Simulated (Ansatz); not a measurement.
## HfC in the wurtzite structure

The computed numbers are results of PBE, scalar-relativistic (no spin polarisation) in the plane-wave PAW code Ansatz at 420 eV, Γ-centred 12×12×6 mesh, 0.05 eV Gaussian smearing; PAW files: Ansatz's generated set soft_2.

```
Hf C
1.0
     3.85144    0.00000    0.00000
    -1.92572    3.33545    0.00000
     0.00000    0.00000    4.64309
Hf C
2 2
Direct
  0.66667 0.33333 0.06659
  0.33333 0.66667 0.56659
  0.66667 0.33333 0.55861
  0.33333 0.66667 0.05861
```

The start was a prototype's sites filled with these elements, not a measured cell.

The cell is relaxed to zero pressure at this level.

The cell has space group P6_3mc (read at 0.01 Å). In it the stress is 0.02, 0.02, -0.01, 0.00, 0.00, 0.00 GPa and the largest force component 0.000 eV/Å. Each change below starts from this cell, without further relaxation. Stress is in GPa, positive in compression, in the order xx, yy, zz, yz, xz, xy; energies are counted from the cell above and are free energies with the smearing's entropy, which match forces and stress in a metal.

What happens when atom 3 (C) is moved by 0.02 Å along z?

The energy changes by 1.4 meV per cell, and the force on it along the shift is -0.135 eV/Å (−F/u = 6.75 eV/Å²). Stress: 0.07, 0.07, -0.17, 0.00, 0.00, 0.00.
```
atom  Fx (eV/Å)     Fy      Fz
 Hf1      0.000  0.000   0.002
 Hf2      0.000  0.000   0.020
  C3      0.000  0.000  -0.135
  C4      0.000  0.000   0.113
```
In a harmonic crystal the energy would rise by −½F·u = ½ × 6.75 × 0.02² eV = 1.4 meV, which matches.

One atom was moved along a Cartesian axis, and these forces appeared. Which atom, and about how far?
```
atom  Fx (eV/Å)      Fy      Fz
 Hf1     -0.807  -0.038   0.000
 Hf2      0.177   0.007   0.000
  C3      0.175   0.000  -0.001
  C4      0.455   0.031   0.000
```

Atom 1 (Hf) is moved by 0.05 Å along x; the energy changes by 20.1 meV per cell.

A single strain component, atoms carried along, gave the stress 0.10, 0.06, 0.00, 0.00, 0.00, -1.53. Which component, and about how large?

An engineering strain of 2 % in xy; the energy changes by 5.7 meV per cell.

What stress follows from an engineering strain of 2 % in xx, atoms carried along?

-5.47, -2.61, -1.58, 0.00, 0.00, 0.00 GPa; the energy changes by 20.8 meV per cell.
```
atom  Fx (eV/Å)      Fy      Fz
 Hf1      0.000   0.222  -0.018
 Hf2      0.000  -0.222  -0.018
  C3      0.000   0.152   0.018
  C4      0.000  -0.152   0.018
```
The change of the stress over the strain gives a clamped-atom stiffness of about 275 GPa for this component, a secant value that lies under the elastic constant in tension and over it in compression, by several per cent for each per cent of strain.
In a harmonic crystal the energy would rise by V(½Cε² − σ₀ε), with σ₀ the stress of the unstrained cell, = 20.3 meV, which matches.

All atoms and the cell are disturbed at random:
```
CELL_PARAMETERS angstrom
3.79257 0.00947 -0.03929
-1.88809 3.37229 -0.00010
-0.04736 -0.02748 4.67336
ATOMIC_POSITIONS crystal
Hf 0.64184 0.31011 0.05922
Hf 0.33957 0.68938 0.55647
C 0.66465 0.34962 0.56281
C 0.35393 0.65089 0.07189
```
Give the energy change, the stress and the forces.

283.5 meV per cell; stress 1.75, 1.13, -1.90, 1.44, 2.30, -5.14 GPa.
```
atom  Fx (eV/Å)      Fy      Fz
 Hf1      1.690   0.574  -0.110
 Hf2      0.119  -0.852   0.072
  C3      0.317  -0.573   0.254
  C4     -2.125   0.851  -0.216
```

All atoms and the cell are disturbed at random:
```xyz
4
Lattice="3.8451 0.0120 0.0168 -1.9122 3.3288 0.0280 0.0202 0.0507 4.6194" Properties=species:S:1:pos:R:3 pbc="T T T"
Hf    1.9216    0.9704    0.1690
Hf   -0.0425    2.2339    2.5963
C     2.0794    1.2668    2.8502
C    -0.0675    2.2739    0.2502
```
Give the energy change, the stress and the forces.

1367.5 meV per cell; stress 3.94, 11.14, 21.04, -4.49, -3.51, 7.55 GPa. The gap on the mesh goes from zero (metallic) to 0.56 eV.
| atom | Fx (eV/Å) | Fy | Fz |
| --- | --- | --- | --- |
| Hf1 | -0.237 | 3.420 | 3.997 |
| Hf2 | 2.710 | 1.347 | -0.790 |
| C3 | -3.029 | -2.131 | -4.192 |
| C4 | 0.556 | -2.636 | 0.986 |

These numbers lack spin–orbit coupling.
